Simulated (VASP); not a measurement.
```
CELL_PARAMETERS angstrom
      0.00000     2.95138     2.86284
      2.95138     0.00000     2.86284
      2.95138     2.95138     0.00000
ATOMIC_POSITIONS crystal
  Li 0.00000 0.00000 0.00000
  I  0.50000 0.50000 0.50000
```

Method: PBEsol GGA, VASP's PBE PAW potentials (set 64) (plane waves; VASP). Run with 600 eV cut-off, 8×8×8 Γ-centred mesh, Gaussian smearing of 0.050 eV, potentials Li_sv I.

Q: Give the stress tensor in GPa (positive for a compressed cell).

A: 
```
0.39  0.00  0.00
0.00  0.39  0.00
0.00  0.00  1.52
```
The pressure is its mean diagonal, 0.77 GPa.

The compound is LiI in the rock salt structure. This cell was strained or had an atom moved on purpose.
